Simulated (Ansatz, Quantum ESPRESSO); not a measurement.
Given: the input of a run of Ansatz 0.2.0 on MoS2. 

File input.yaml:

```yaml
crystal:
  lattice:
    - [3.169, 0.0, 0.0]
    - [-1.5845, 2.7444345046, 0.0]
    - [0.0, 0.0, 12.324]
  atoms:
    - { symbol: Mo, position: [0.6666666667, 0.3333333333, 0.75] }
    - { symbol: Mo, position: [0.3333333333, 0.6666666667, 0.25] }
    - { symbol: S, position: [0.6666666667, 0.3333333333, 0.377] }
    - { symbol: S, position: [0.3333333333, 0.6666666667, 0.877] }
    - { symbol: S, position: [0.6666666667, 0.3333333333, 0.123] }
    - { symbol: S, position: [0.3333333333, 0.6666666667, 0.623] }
hamiltonian:
  xc: pbesol
  pseudopotentials: { kind: paw }
kpoints:
  mp_grid: { grid: [10, 10, 3] }
scf:
  occupations: { method: fermi_dirac, width: 0.05 }
output:
  forces: true
  stress: true
  eigenvalues: true
```

Potentials or basis: Ansatz PAW.

Command:

```console
$ ansatz run input.yaml --threads 1 --pin off --max-ram 3584MiB --backend cpu --events-out ev --progress --plain --runs-dir out
```

Q: Set up the same calculation for Quantum ESPRESSO 7.5. Potentials or basis there: GBRV 1.5 PBEsol, cutoff 612 eV.

A: As run (cutoffs and basis follow the program's own potentials, and thresholds, step limits or extra output files can differ):

The input pw.in:

```
&CONTROL
  calculation = 'scf'
  prefix = 'pwscf'
  outdir = './tmp'
  pseudo_dir = './pseudo'
  tprnfor = .true.
  tstress = .true.
  disk_io = 'low'
/
&SYSTEM
  ibrav = 0
  celldm(1) = 8
  nat = 6
  ntyp = 2
  ecutwfc = 45
  ecutrho = 360
  nbnd = 36
  occupations = 'smearing'
  smearing = 'fd'
  degauss = 0.00367493
/
&ELECTRONS
  conv_thr = 1.2d-09
  electron_maxstep = 120
  mixing_beta = 0.5
/
ATOMIC_SPECIES
Mo    95.9500 mo_pbesol_v1.uspp.F.UPF
S     32.0600 s_pbesol_v1.4.uspp.F.UPF
CELL_PARAMETERS alat
  0.7485677611174   0.0000000000000   0.0000000000000
 -0.3742838805587   0.6482786975834   0.0000000000000
  0.0000000000000   0.0000000000000   2.9111230949860
ATOMIC_POSITIONS crystal
Mo     0.6666666667    0.3333333333    0.7500000000
Mo     0.3333333333    0.6666666667    0.2500000000
S      0.6666666667    0.3333333333    0.3770000000
S      0.3333333333    0.6666666667    0.8770000000
S      0.6666666667    0.3333333333    0.1230000000
S      0.3333333333    0.6666666667    0.6230000000
K_POINTS automatic
10 10 3 0 0 0
```

pp_density.in

```
&INPUTPP
  prefix = 'pwscf'
  outdir = './tmp'
  filplot = 'density.dat'
  plot_num = 0
/
&PLOT
  nfile = 1
  filepp(1) = 'density.dat'
  iflag = 3
  output_format = 6
  fileout = 'density.cube'
/
```

pp_potential.in

```
&INPUTPP
  prefix = 'pwscf'
  outdir = './tmp'
  filplot = 'potential.dat'
  plot_num = 11
/
&PLOT
  nfile = 1
  filepp(1) = 'potential.dat'
  iflag = 3
  output_format = 6
  fileout = 'potential.cube'
/
```

Potentials or basis: GBRV 1.5 PBEsol.

Run with:

```bash
$ OMP_NUM_THREADS=1 mpirun -n 2 pw.x -nk 2 -in pw.in > pw.out
$ OMP_NUM_THREADS=1 mpirun -n 1 pp.x -in pp_density.in > pp_density.out
$ OMP_NUM_THREADS=1 mpirun -n 1 pp.x -in pp_potential.in > pp_potential.out
```

Both were run:

|  | Ansatz | Quantum ESPRESSO |
| --- | --- | --- |
| Pressure | -3.0 GPa | -3.3 GPa |
| Largest force | 0.313 eV/Å | 0.329 eV/Å |

Ansatz's pressure holds a Pulay term of +0.01 GPa for its cutoff of 420 eV, which the other run lacks.

Ansatz's potentials were made for PBE.

Where Ansatz's input types no cutoff or centring, it takes its own default and a Γ-centred mesh.

Pressure is positive in compression.
